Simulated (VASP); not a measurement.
# Settings for WS₂: self-consistent run

WS₂, P1 (no. 1), 3 atoms in the cell. PBE; PAW potentials W_sv, S (PBE set). VASP 6.6.1. The atoms are moved at random off their ideal places.

Wanted: energy within 1 meV/atom; forces within 0.005 eV/Å; pressure within 0.1 GPa.

POSCAR:
```
WS2
1.0
    1.5790000000      0.9116360751      6.1633333333
   -1.5790000000      0.9116360751      6.1633333333
    0.0000000000     -1.8232721501      6.1633333333
W S
1 2
Direct
    0.0046280000     -0.0009530000     -0.0034080000
    0.5872060000      0.5881320000      0.5694370000
    0.7508360000      0.7489690000      0.7510890000
```

## FFT grids and symmetry tolerance typed by hand

| FFT grids and symmetry tolerance typed by hand | Energy less reference (meV/atom) | Forces, largest deviation (eV/Å) | Pressure (GPa) | SCF iterations | Time (s) |
|---|---|---|---|---|---|
| default | 0.0 | 0.0000 | 5.15 | 16 | 687 |
| NGX, NGY, NGZ = 58, 58, 58 | ran out of time | ran out of time | ran out of time | 13 | 1260 |
| NGX, NGY, NGZ = 36, 36, 36 | 0.0 | 0.0002 | 5.15 | 16 | 282 |
| NGX, NGY, NGZ = 30, 30, 30 | 0.0 | 0.0003 | 5.15 | 16 | 286 |
| NGX, NGY, NGZ = 26, 26, 26 | -0.1 | 0.0006 | 5.16 | 16 | 186 |
| NGXF, NGYF, NGZF = 68, 68, 68 | 0.0 | 0.0000 | 5.15 | 16 | 627 |
| NGXF, NGYF, NGZF = 134, 134, 134 | 0.0 | 0.0000 | 5.15 | 16 | 652 |
| SYMPREC = 0.001 | 0.0 | 0.0000 | 5.15 | 16 | 559 |
| SYMPREC = 1e-08 | 0.0 | 0.0000 | 5.15 | 16 | 605 |
| EWALD_CUTOFF = 2.0 | -2825.6 | 1.5857 | -68.64 | 16 | 509 |

## Question

For each series: keep the first row unless others stay within half of the tolerance and take at least 30 % less time, and then take the fastest.

## Answer

- FFT grids and symmetry tolerance typed by hand: NGX, NGY, NGZ = 26, 26, 26

## The input

INCAR:
```
SYSTEM = WS2
  ALGO = Normal
  EDIFF = 1E-7
  ENCUT = 450
  ISIF = 2
  ISMEAR = 0
  LASPH = .TRUE.
  LCHARG = .FALSE.
  LREAL = .FALSE.
  LWAVE = .FALSE.
  NELM = 100
  NGX = 26
  NGY = 26
  NGZ = 26
  PREC = Accurate
  SIGMA = 0.02
```

KPOINTS:
```
k-points
0
Gamma
  8 8 8
```

Commands:
```
cat potpaw_PBE.64/W_sv/POTCAR potpaw_PBE.64/S/POTCAR > POTCAR
mpirun -np 1 vasp_std > vasp.out
```

The chosen input took VASP 6.6.1 186 s on 1 core (Intel Xeon Platinum 8259CL @ 2.50GHz (Skylake/Cascade Lake)), a shared host.

## An input that fails: an FFT grid typed too coarse

It runs to its end, but against the unchanged starting input it is off by 27.7 meV/atom in the energy, 0.0596 eV/Å in the forces, 1.42 GPa in the pressure.

Changes against the starting input:
```
+ NGX = 16
+ NGY = 16
+ NGZ = 16
```
